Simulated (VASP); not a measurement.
**KF in VASP 6.6.1, single-point calculation**

INCAR

```
ISYM = 0
LWAVE = .FALSE.
EDIFF = 1E-7
ENCUT = 520
NBANDS = 15
NSW = 0
PREC = Low
LREAL = .FALSE.
IBRION = -1
SIGMA = 0.02
LASPH = .TRUE.
ISIF = 2
LCHARG = .FALSE.
NELM = 66
ISMEAR = -1
GGA = PE
```

KPOINTS

```
KPOINTS created by Atomic Simulation Environment
0
Gamma
4 4 4
0 0 0
```

POSCAR

```
K  F
 1.0000000000000000
     0.0000000000000000    2.8106468691000002    3.1432521659999999
     2.8106468691000002    0.0000000000000000    3.1432521659999999
     2.8106468691000002    2.8106468691000002    0.0000000000000000
 K   F
   1   1
Cartesian
  0.0000000000000000  0.0000000000000000  0.0000000000000000
  1.4053234345500001  1.4053234345500001  1.5716260830000004
```

The recommended PBE PAW datasets give the neutral cell 16 valence electrons.

Command

```
mpirun -np 1 vasp_std
```

OSZICAR

```
N       E                     dE             d eps       ncg     rms          rms(c)
DAV:   1     0.107229801029E+03    0.10723E+03   -0.79709E+03  1088   0.100E+03
DAV:   2    -0.465612864897E+01   -0.11189E+03   -0.10329E+03  1453   0.269E+02
DAV:   3    -0.951149375432E+01   -0.48554E+01   -0.48384E+01  1423   0.509E+01
DAV:   4    -0.967759059789E+01   -0.16610E+00   -0.16607E+00  1514   0.844E+00
DAV:   5    -0.967879921112E+01   -0.12086E-02   -0.12086E-02  1417   0.836E-01    0.686E+00
DAV:   6    -0.815306164158E+01    0.15257E+01   -0.45746E+00  1192   0.161E+01    0.398E+00
DAV:   7    -0.811109058713E+01    0.41971E-01   -0.13385E-01  1272   0.256E+00    0.235E+00
DAV:   8    -0.810916072416E+01    0.19299E-02   -0.79005E-02  1143   0.262E+00    0.327E-01
DAV:   9    -0.811243555717E+01   -0.32748E-02   -0.88835E-03  1185   0.605E-01    0.147E-01
DAV:  10    -0.811434856028E+01   -0.19130E-02   -0.25229E-03  1108   0.419E-01    0.656E-02
DAV:  11    -0.811428802021E+01    0.60540E-04   -0.17564E-04  1551   0.106E-01    0.222E-02
DAV:  12    -0.811429745675E+01   -0.94365E-05   -0.30148E-05  1108   0.411E-02    0.555E-03
DAV:  13    -0.811429850878E+01   -0.10520E-05   -0.28681E-06  1432   0.108E-02    0.244E-03
DAV:  14    -0.811429849826E+01    0.10519E-07   -0.16284E-07  1415   0.322E-03
   1 F= -.81142985E+01 E0= -.81142985E+01  d E =-.710545E-12
```

Standard output (part)

```
POSCAR found type information on POSCAR K F
 POSCAR found :  2 types and       2 ions
 LDA part: xc-table for (Slater+PW92), standard interpolation
 POSCAR, INCAR and KPOINTS ok, starting setup
 WAVECAR not read
 entering main loop
```

From OUTCAR

```
k-points           NKPTS =     36   k-points in BZ     NKDIM =     36   number of bands    NBANDS=     15

   NELECT =      16.0000    total number of electrons

   dimension x,y,z NGX =    24 NGY =   24 NGZ =   24
   dimension x,y,z NGXF=    28 NGYF=   28 NGZF=   24

  energy-cutoff  :      520.00
  volume of cell :       49.66
      direct lattice vectors                 reciprocal lattice vectors
     0.000000000  2.810646869  3.143252166    -0.177894991  0.177894991  0.159070916
     2.810646869  0.000000000  3.143252166     0.177894991 -0.177894991  0.159070916
     2.810646869  2.810646869  0.000000000     0.177894991  0.177894991 -0.159070916

 k-points in reciprocal lattice and weights: KPOINTS created by Atomic Simulation Env
   0.00000000  0.00000000  0.00000000       0.016
   0.25000000  0.00000000  0.00000000       0.031
   0.00000000  0.00000000 -0.25000000       0.031
   0.00000000  0.25000000  0.00000000       0.031
   0.25000000  0.25000000  0.25000000       0.031
   0.50000000  0.00000000  0.00000000       0.016
  -0.00000000 -0.00000000  0.50000000       0.016
   0.00000000  0.50000000  0.00000000       0.016
   ...

 E-fermi :  -3.0693

 k-point     1 :       0.0000    0.0000    0.0000
  band No.  band energies     occupation
      1     -29.7775      2.00000
      2     -22.1403      2.00000
      3     -13.1781      2.00000
      4     -13.1779      2.00000
      5     -13.1695      2.00000
      6      -3.8244      2.00000
      7      -3.8075      2.00000
      8      -3.8053      2.00000
      9       1.5875      0.00000
     10       7.6714      0.00000
     11       7.8005      0.00000
     12       8.6444      0.00000
     13       8.6470      0.00000
     14       8.6476      0.00000
     15      12.9627      0.00000

 k-point     2 :       0.2500    0.0000    0.0000
  band No.  band energies     occupation
      1     -29.7551      2.00000
      2     -22.1821      2.00000
      3     -13.2538      2.00000
      4     -13.1930      2.00000
      5     -13.1909      2.00000
      6      -3.9011      2.00000
      7      -3.7721      2.00000
      8      -3.7506      2.00000
      9       2.7318      0.00000
     10       7.0561      0.00000
     11       7.5549      0.00000
     12       7.8820      0.00000
     13       8.8465      0.00000
     14       9.1485      0.00000
     15      11.1383      0.00000

 k-point     3 :       0.0000    0.0000   -0.2500
  band No.  band energies     occupation
      1     -29.7551      2.00000
      2     -22.1821      2.00000
      3     -13.2535      2.00000
      4     -13.1932      2.00000
      5     -13.1909      2.00000
      6      -3.9022      2.00000
      7      -3.7732      2.00000
      8      -3.7485      2.00000
      9       2.7318      0.00000
     10       7.0551      0.00000
     11       7.5571      0.00000
     12       7.8816      0.00000
     13       8.8465      0.00000
     14       9.1481      0.00000
     15      11.1380      0.00000

 ...

  Total        0.4168478      0.4168529      0.3195235      0.0082035      0.0115472      0.0115475
  in kB       13.4482664     13.4484295     10.3084075      0.2646613      0.3725340      0.3725430
  external PRESSURE =      12.4017011 kB  Pullay stress =       0.0000000 kB

 POSITION                                       TOTAL-FORCE (eV/Angst)
 -----------------------------------------------------------------------------------
      0.00000      0.00000      0.00000        -0.000533     -0.000532     -0.000731
      1.40532      1.40532      1.57163         0.000533      0.000532      0.000731
 -----------------------------------------------------------------------------------
    total drift:                                0.000189      0.000193     -0.006345

  FREE ENERGIE OF THE ION-ELECTRON SYSTEM (eV)
  ---------------------------------------------------
  free  energy   TOTEN  =        -8.1142984983 eV

  energy  without entropy=       -8.1142984983  energy(sigma->0) =       -8.11429850
```

It converged. Results: gap between bands v and c on the k mesh 5.17 eV; least direct gap on the k mesh 5.39 eV; pressure 1.2 GPa. Band v is the last that the valence electrons fill when counted band by band, and c is the next.

For comparison, a separate PBE run of the intended cell, on usual settings and not on those above, gives a gap of 5.17 eV on its mesh and a pressure of 1.2 GPa.

The run above took about 10 s on one core of a shared host (Intel Xeon Platinum 8488C) and held 0.13 GiB at most.
